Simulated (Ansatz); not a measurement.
Starting cell, CaF2 (fluorite):

```xyz
6
Lattice="0.0000 5.5111 5.5111 2.7555 0.0000 2.7555 2.7555 2.7555 0.0000" Properties=species:S:1:pos:R:3 pbc="T T T"
Ca     0.0000     0.0000     0.0000
Ca     2.7555     5.5111     2.7555
F      4.1333     4.1333     4.1333
F      4.1333     6.8888     6.8888
F      1.3778     1.3778     1.3778
F      1.3778     4.1333     4.1333
```

A phonon eigenvector at L = (0.5, 0.0, 0.0) is frozen into this cell: atom i moves by Q times the vector below, so Q is the largest atomic displacement, in Å. The cell is held. (q is in reciprocal vectors of the primitive cell; the cell shown is doubled to hold the pattern.)

| atom | x | y | z |
|---|---|---|---|
| Ca1 | -0.497 | 0.497 | 0.497 |
| Ca2 | 0.497 | -0.497 | -0.497 |
| F3 | 0.577 | -0.577 | -0.577 |
| F4 | -0.577 | 0.577 | 0.577 |
| F5 | -0.577 | 0.577 | 0.577 |
| F6 | 0.577 | -0.577 | -0.577 |

Computed with PBE (plane waves to 420 eV, PAW, scalar-relativistic; Ansatz, a program for electronic structure). k mesh 5×10×10 (Γ-centred), Fermi-Dirac smearing 0.05 eV. E stands for the smeared free energy. Compression counts positive. CaF2 was relaxed with its symmetry unable to fall. ΔE is measured from the undisplaced structure.

| Q (Å) | ΔE (meV/cell) | −dE/dQ from forces (eV/Å) | P (GPa) |
|---|---|---|---|
| -0.280 | 1790 | 18.920 | 13.1 |
| -0.233 | 1068 | 12.419 | 8.5 |
| -0.187 | 599 | 7.973 | 5.1 |
| -0.140 | 302 | 4.938 | 2.8 |
| -0.093 | 124 | 2.832 | 1.2 |
| -0.047 | 29 | 1.285 | 0.3 |
| 0.000 | 0 | 0.000 | 0.0 |
| 0.047 | 29 | -1.285 | 0.3 |
| 0.093 | 124 | -2.832 | 1.2 |
| 0.140 | 302 | -4.938 | 2.8 |
| 0.187 | 599 | -7.973 | 5.1 |
| 0.233 | 1068 | -12.419 | 8.5 |
| 0.280 | 1790 | -18.920 | 13.1 |

Read from the data:

The energy at Q = 0.280 Å comes out as 1790 meV/cell. Space group of the distorted cell: R-3m (No. 166), lowered from Fm-3m. Symmetry of the curve: even: the same for both signs. Shape of the curve: a single well with its minimum at or next to zero displacement. Harmonic wavenumber from the curvature (finite differences): 231 cm⁻¹. Wavenumber by perturbation theory (DFPT, on another k mesh): 231 cm⁻¹.

(A displaced cell: forces are minus the slopes of the energy, force constants its curvatures, and phonons follow from these.)
